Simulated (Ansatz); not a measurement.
C: pressure against volume per atom

Results calculated with Ansatz 0.2.0 development build, not measured. Equation of state of a cubic crystal from periodic Kohn-Sham density functional theory without spin; pressure corrected for the finite basis.

Cell of the first row (space group Pm-3m, No. 221):
```
CELL_PARAMETERS angstrom
1.74030 0.00000 0.00000
0.00000 1.74030 0.00000
0.00000 0.00000 1.74030
ATOMIC_POSITIONS crystal
C 0.00000 0.00000 0.00000
```

Settings of every row: formula C; structure type simple cubic; functional PBE; spin treatment none; k mesh 61x61x61; occupation method fermi-dirac; occupation width 0.061225619 eV; wave cutoff 420 eV; datasets soft-1 PAW; density cutoff ratio 4.

Limits: a cubic model structure, not a phase known at ambient conditions.

| row | volume per atom (Å³) | pressure (GPa) | energy above lowest point (meV/atom) |
| --- | --- | --- | --- |
| 1 | 5.271 | 21.342 | 19.79 |
| 2 | 5.383 | 13.026 | 7.81 |
| 3 | 5.495 | 5.454 | 1.38 |
| 4 | 5.607 | ? | ? |
| 5 | 5.719 | -7.557 | 3.17 |
| 6 | 5.832 | -13.052 | 10.41 |
| 7 | 5.944 | -17.963 | 21.3 |

Question: what pressure should row 4 give?

Worked fit of pressure. Take u = (V_r/V)^(2/3) − 1 with V_r = 5.607 Å³ an atom, which is twice the finite (Eulerian) strain; such expansions in the strain, on which the Birch-Murnaghan equation of state is built, carry the rest volume and the bulk modulus. The shown rows have u = 0.04206, 0.02755, 0.01354, -0.0131, -0.02589, -0.03816. Least squares give pressure = −1.3784 + 485.313 × u + 1319.17 × u² GPa; a straight line predicts inner rows, each left out in turn, worse (root mean square 0.79 against 0.049 GPa). The rows lie off it by -0.026, 0.033, 0.019, -0.047, 0.007, 0.014 (root mean square 0.028 GPa). The pressure vanishes at u = 0.0028, or V = 5.583 Å³ an atom, and there the bulk modulus at fixed shape and fractions is B = −V dP/dV = (2/3)(1 + u) dP/du = 329 GPa. The withheld row has u = 0, so the fit gives −1.3784 + 485.313 × (0) + 1319.17 × (0)² = -1.378 GPa.

The calculation gave -1.401 GPa. The fit lies 0.023 GPa (1.6 % of the value, 0.059 % of the column's range) above it; its largest miss of a shown row is 0.047 GPa.

The other values of row 4: energy above lowest point 0 meV/atom.
